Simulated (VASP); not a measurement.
## Input and output of a VASP r²SCAN single-point calculation on RbCl (strained rocksalt)

INCAR

```
ISIF = 2
ENCUT = 520
ISMEAR = 0
NBANDS = 15
ALGO = Normal
LELF = .TRUE.
NELM = 120
METAGGA = R2SCAN
IBRION = -1
PREC = Accurate
LASPH = .TRUE.
LREAL = .FALSE.
LCHARG = .TRUE.
SIGMA = 0.01
NSW = 0
LWAVE = .FALSE.
EDIFF = 1E-7
```

KPOINTS

```
KPOINTS created by Atomic Simulation Environment
0
Gamma
6 6 6
0 0 0
```

KPOINTS_OPT

```
special points
6
Reciprocal
0.0000000000 0.0000000000 0.0000000000 1
0.5000000000 0.0000000000 0.5000000000 1
0.6250000000 0.2500000000 0.6250000000 1
0.3750000000 0.3750000000 0.7500000000 1
0.5000000000 0.5000000000 0.5000000000 1
0.5000000000 0.2500000000 0.7500000000 1
```

POSCAR

```
Rb Cl
 1.0000000000000000
     0.0000000000000000    3.3719290749000002    3.3719290749000002
     3.3719290749000002    0.0000000000000000    3.3719290749000002
     3.3719290749000002    3.3719290749000002    0.0000000000000000
 Rb  Cl
   1   1
Cartesian
  0.0000000000000000  0.0000000000000000  0.0000000000000000
  3.3719290748999997  3.3719290748999997  3.3719290748999997
```

VASP ran with the recommended PBE PAW datasets (16 valence electrons in the cell).

Command

```
mpirun -np 1 vasp_std
```

OSZICAR

```
N       E                     dE             d eps       ncg     rms          rms(c)
DAV:   1     0.645461993931E+02    0.64546E+02   -0.68686E+03   480   0.944E+02
DAV:   2    -0.231473106348E+02   -0.87694E+02   -0.78146E+02   698   0.173E+02
DAV:   3    -0.291740768169E+02   -0.60268E+01   -0.59871E+01   634   0.470E+01
DAV:   4    -0.293713514566E+02   -0.19727E+00   -0.19723E+00   741   0.767E+00
DAV:   5    -0.293724430370E+02   -0.10916E-02   -0.10916E-02   641   0.602E-01    0.258E+00
DAV:   6    -0.243972869958E+02    0.49752E+01   -0.11536E+00   769   0.690E+00    0.256E+00
DAV:   7    -0.243512236797E+02    0.46063E-01   -0.25268E-01   627   0.278E+00    0.144E+00
DAV:   8    -0.243657130410E+02   -0.14489E-01   -0.17096E-02   522   0.928E-01    0.546E-01
DAV:   9    -0.243730860537E+02   -0.73730E-02   -0.10264E-02   550   0.728E-01    0.178E-01
DAV:  10    -0.243740281975E+02   -0.94214E-03   -0.11821E-03   578   0.224E-01    0.522E-02
DAV:  11    -0.243741218895E+02   -0.93692E-04   -0.19608E-04   522   0.106E-01    0.163E-02
DAV:  12    -0.243741256056E+02   -0.37161E-05   -0.93273E-06   655   0.223E-02    0.899E-03
DAV:  13    -0.243741262201E+02   -0.61451E-06   -0.22466E-06   522   0.118E-02    0.110E-03
DAV:  14    -0.243741261698E+02    0.50369E-07   -0.13810E-07   609   0.280E-03
   1 F= -.24374126E+02 E0= -.24374126E+02  d E =-.900398-120
       N       E                     dE             ncg
DAV:   1    -0.210894367941E+03   -0.30548E+04      180
DAV:   2    -0.704627675042E+03   -0.49373E+03      274
DAV:   3    -0.737718854374E+03   -0.33091E+02      237
DAV:   4    -0.738772798509E+03   -0.10539E+01      269
DAV:   5    -0.738780973494E+03   -0.81750E-02      237
DAV:   6    -0.738781107302E+03   -0.13381E-03      269
DAV:   7    -0.738781108354E+03   -0.10522E-05      244
DAV:   8    -0.738781108383E+03   -0.29265E-07      198
```

From OUTCAR

```
k-points           NKPTS =     16   k-points in BZ     NKDIM =     16   number of bands    NBANDS=     15

   NELECT =      16.0000    total number of electrons

   dimension x,y,z NGX =    36 NGY =   36 NGZ =   36
   dimension x,y,z NGXF=    72 NGYF=   72 NGZF=   72

  energy-cutoff  :      520.00
  volume of cell :       76.68
      direct lattice vectors                 reciprocal lattice vectors
     0.000000000  3.371929075  3.371929075    -0.148283071  0.148283071  0.148283071
     3.371929075  0.000000000  3.371929075     0.148283071 -0.148283071  0.148283071
     3.371929075  3.371929075  0.000000000     0.148283071  0.148283071 -0.148283071

 k-points in reciprocal lattice and weights: KPOINTS created by Atomic Simulation Env
   0.00000000  0.00000000  0.00000000       0.005
   0.16666667  0.00000000  0.00000000       0.037
   0.33333333  0.00000000  0.00000000       0.037
   0.50000000  0.00000000  0.00000000       0.019
   0.16666667  0.16666667  0.00000000       0.028
   0.33333333  0.16666667  0.00000000       0.111
   0.50000000  0.16666667  0.00000000       0.111
  -0.33333333  0.16666667  0.00000000       0.111
   ...

 E-fermi :  -2.3877

 k-point     1 :       0.0000    0.0000    0.0000
  band No.  band energies     occupation
      1     -27.3730      2.00000
      2     -15.0359      2.00000
      3     -10.8756      2.00000
      4     -10.8756      2.00000
      5     -10.8756      2.00000
      6      -2.5511      2.00000
      7      -2.5511      2.00000
      8      -2.5511      2.00000
      9       2.8229      0.00000
     10       6.0139      0.00000
     11       6.0139      0.00000
     12       6.0139      0.00000
     13       7.1353      0.00000
     14       7.1353      0.00000
     15       9.6039      0.00000

 k-point     2 :       0.1667    0.0000    0.0000
  band No.  band energies     occupation
      1     -27.3702      2.00000
      2     -15.0459      2.00000
      3     -10.8781      2.00000
      4     -10.8781      2.00000
      5     -10.8723      2.00000
      6      -2.7668      2.00000
      7      -2.6228      2.00000
      8      -2.6228      2.00000
      9       3.3951      0.00000
     10       5.7697      0.00000
     11       6.3466      0.00000
     12       6.3466      0.00000
     13       7.5052      0.00000
     14       7.5052      0.00000
     15      10.6890      0.00000

 k-point     3 :       0.3333    0.0000    0.0000
  band No.  band energies     occupation
      1     -27.3646      2.00000
      2     -15.0657      2.00000
      3     -10.8829      2.00000
      4     -10.8829      2.00000
      5     -10.8660      2.00000
      6      -3.1334      2.00000
      7      -2.7600      2.00000
      8      -2.7600      2.00000
      9       4.6530      0.00000
     10       5.6504      0.00000
     11       7.2632      0.00000
     12       7.2632      0.00000
     13       8.4428      0.00000
     14       8.4428      0.00000
     15      10.6826      0.00000

 k-point     4 :       0.5000    0.0000    0.0000
  band No.  band energies     occupation
      1     -27.3618      2.00000
      2     -15.0755      2.00000
      3     -10.8853      2.00000
      4     -10.8853      2.00000
      5     -10.8629      2.00000
      6      -3.2943      2.00000
      7      -2.8258      2.00000
      8      -2.8258      2.00000
      9       5.4272      0.00000
     10       5.7181      0.00000
     11       8.0901      0.00000
     12       8.0901      0.00000
     13       9.2661      0.00000
     14       9.2661      0.00000
     15       9.9192      0.00000

 k-point     5 :       0.1667    0.1667    0.0000
  band No.  band energies     occupation
      1     -27.3693      2.00000
      2     -15.0435      2.00000
      3     -10.8944      2.00000
      4     -10.8944      2.00000
      5     -10.8611      2.00000
      6      -2.8624      2.00000
      7      -2.5882      2.00000
      8      -2.5882      2.00000
      9       3.5124      0.00000
     10       5.3223      0.00000
     11       6.6864      0.00000
     12       6.6864      0.00000
     13       7.3600      0.00000
     14       7.8082      0.00000
     15      10.9637      0.00000

 k-point     6 :       0.3333    0.1667    0.0000
  band No.  band energies     occupation
      1     -27.3647      2.00000
      2     -15.0484      2.00000
      3     -10.9064      2.00000
      4     -10.9046      2.00000
      5     -10.8842      2.00000
      6      -3.0461      2.00000
      7      -2.7093      2.00000
      8      -2.6711      2.00000
      9       4.4617      0.00000
     10       5.1089      0.00000
     11       7.3826      0.00000
     12       7.5812      0.00000
     13       7.9121      0.00000
     14       8.3696      0.00000
     15      10.6967      0.00000

 k-point     7 :       0.5000    0.1667    0.0000
  band No.  band energies     occupation
      1     -27.3610      2.00000
      2     -15.0556      2.00000
      3     -10.9278      2.00000
      4     -10.9021      2.00000
      5     -10.8894      2.00000
      6      -3.1604      2.00000
      7      -2.8207      2.00000
      8      -2.7836      2.00000
      9       5.3370      0.00000
     10       5.6015      0.00000
     11       7.8137      0.00000
     12       8.3143      0.00000
     13       8.3719      0.00000
     14       9.1732      0.00000
     15       9.7699      0.00000

 k-point     8 :      -0.3333    0.1667    0.0000
  band No.  band energies     occupation
      1     -27.3619      2.00000
      2     -15.0581      2.00000
      3     -10.9411      2.00000
      4     -10.8858      2.00000
      5     -10.8704      2.00000
      6      -3.1665      2.00000
      7      -2.8161      2.00000
      8      -2.7537      2.00000
      9       5.1828      0.00000
     10       5.6346      0.00000
     11       7.5533      0.00000
     12       7.7189      0.00000
     13       8.3509      0.00000
     14       9.3087      0.00000
     15       9.8317      0.00000

 k-point     9 :      -0.1667    0.1667    0.0000
  band No.  band energies     occupation
      1     -27.3665      2.00000
      2     -15.0533      2.00000
      3     -10.9158      2.00000
      4     -10.8738      2.00000
      5     -10.8621      2.00000
      6      -2.9968      2.00000
      7      -2.7381      2.00000
      8      -2.6357      2.00000
      9       4.1325      0.00000
     10       5.5100      0.00000
     11       6.6595      0.00000
     12       7.2346      0.00000
     13       7.7463      0.00000
     14       8.2829      0.00000
     15      11.0191      0.00000

 k-point    10 :       0.3333    0.3333    0.0000
  band No.  band energies     occupation
      1     -27.3622      2.00000
      2     -15.0233      2.00000
      3     -10.9581      2.00000
      4     -10.9323      2.00000
      5     -10.9323      2.00000
      6      -3.0039      2.00000
      7      -2.6404      2.00000
      8      -2.6404      2.00000
      9       4.4728      0.00000
     10       4.8631      0.00000
     11       7.8960      0.00000
     12       8.2046      0.00000
     13       8.4137      0.00000
     14       8.4137      0.00000
     15       9.7342      0.00000

 k-point    11 :       0.5000    0.3333    0.0000
  band No.  band energies     occupation
      1     -27.3595      2.00000
      2     -15.0152      2.00000
      3     -11.0212      2.00000
      4     -10.9351      2.00000
      5     -10.9318      2.00000
      6      -2.9287      2.00000
      7      -2.7605      2.00000
      8      -2.6991      2.00000
      9       4.5544      0.00000
     10       5.8496      0.00000
     11       7.4047      0.00000
     12       8.3614      0.00000
     13       8.4341      0.00000
     14       9.1667      0.00000
     15       9.6674      0.00000

 k-point    12 :      -0.3333    0.3333    0.0000
  band No.  band energies     occupation
      1     -27.3594      2.00000
      2     -15.0327      2.00000
      3     -11.0124      2.00000
      4     -10.9120      2.00000
      5     -10.9016      2.00000
      6      -3.0229      2.00000
      7      -2.8029      2.00000
      8      -2.7859      2.00000
      9       5.1854      0.00000
     10       6.0705      0.00000
     11       7.4293      0.00000
     12       7.5856      0.00000
     13       8.3852      0.00000
     14       9.3981      0.00000
     15      10.3990      0.00000

 k-point    13 :       0.5000    0.5000    0.0000
  band No.  band energies     occupation
      1     -27.3587      2.00000
      2     -14.9947      2.00000
      3     -11.0684      2.00000
      4     -10.9515      2.00000
      5     -10.9515      2.00000
      6      -2.8783      2.00000
      7      -2.6568      2.00000
      8      -2.6568      2.00000
      9       4.1585      0.00000
     10       6.0241      0.00000
     11       7.2561      0.00000
     12       8.2306      0.00000
     13       8.4612      0.00000
     14       9.6355      0.00000
     15       9.6355      0.00000

 ...

  Total       -0.4041708     -0.4041708     -0.4041708      0.0000000     -0.0000000      0.0000000
  in kB       -8.4452055     -8.4452055     -8.4452055      0.0000000     -0.0000000      0.0000000
  external PRESSURE =      -8.4452055 kB  Pullay stress =       0.0000000 kB

 POSITION                                       TOTAL-FORCE (eV/Angst)
 -----------------------------------------------------------------------------------
      0.00000      0.00000      0.00000         0.000000     -0.000000     -0.000000
      3.37193      3.37193      3.37193        -0.000000      0.000000      0.000000
 -----------------------------------------------------------------------------------
    total drift:                                0.000000      0.000000      0.000000

  FREE ENERGIE OF THE ION-ELECTRON SYSTEM (eV)
  ---------------------------------------------------
  free  energy   TOTEN  =       -24.3741261698 eV

  energy  without entropy=      -24.3741261698  energy(sigma->0) =      -24.37412617
```

* gap between bands v and c: 5.37 eV
* least direct gap: 5.37 eV
* pressure: -0.8 GPa

Band v is the last that the valence electrons fill when counted band by band, and c is the next.

The run took about 54 s on one core of a shared host (Intel Xeon Platinum 8488C) and held 0.21 GiB at most.
